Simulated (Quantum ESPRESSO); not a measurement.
Crystal: CuO.

```
Cu O
1.0
     2.34465   -1.71340    0.00000
     2.34465    1.71340    0.00000
    -0.86055    0.00000    5.05944
Cu O
2 2
Direct
  0.00320 0.49680 0.00000
  0.49680 0.00320 0.50000
  0.57140 0.40560 0.25370
  0.40560 0.57140 0.75370
```

| Item | Value |
| --- | --- |
| Program | Quantum ESPRESSO 7.5 |
| Task | single point |
| Functional | PBE |
| Potentials or basis | SSSP 1.3 efficiency PBE |
| Cutoff | 748 eV |
| Density cutoff | 5987 eV |
| k mesh | 10 × 10 × 5 |
| Occupations | fermi-dirac, width 0.05 eV |
| Spin | no spin polarisation |

On this cell: pressure 5.4 GPa; largest force 0.775 eV/Å; band gap on the k mesh none (metal or under the smearing width).

The same run follows on a disturbed copy (atoms moved at random, drawn with an rms of 0.05 Å):

```
Cu O
1.0
     2.34465   -1.71340    0.00000
     2.34465    1.71340    0.00000
    -0.86055    0.00000    5.05944
Cu O
2 2
Direct
  0.01210 0.48360 0.99524
  0.50514 0.00741 0.49728
  0.56592 0.41173 0.26099
  0.41055 0.57988 0.75814
```

What does the disturbed cell give?

The energy (extrapolated to zero smearing) moves by +16.4 meV/atom; pressure 6.5 GPa; largest force 1.308 eV/Å; band gap on the k mesh none (metal or under the smearing width).

Forces on the atoms (eV/Å):
```
Cu  -0.712  0.489  0.695
Cu  -0.906 -0.300  0.818
O    0.923  0.248 -0.893
O    0.694 -0.437 -0.620
```

Stress tensor (GPa, compression positive):
```
 6.85  0.33 -2.85
 0.33  6.68 -0.60
-2.85 -0.60  6.00
```

Caveats: the run has no spin polarisation, though such a crystal can be magnetic; semilocal functionals often make such compounds metallic where correlation or magnetic order opens a gap, which also shifts bond lengths.
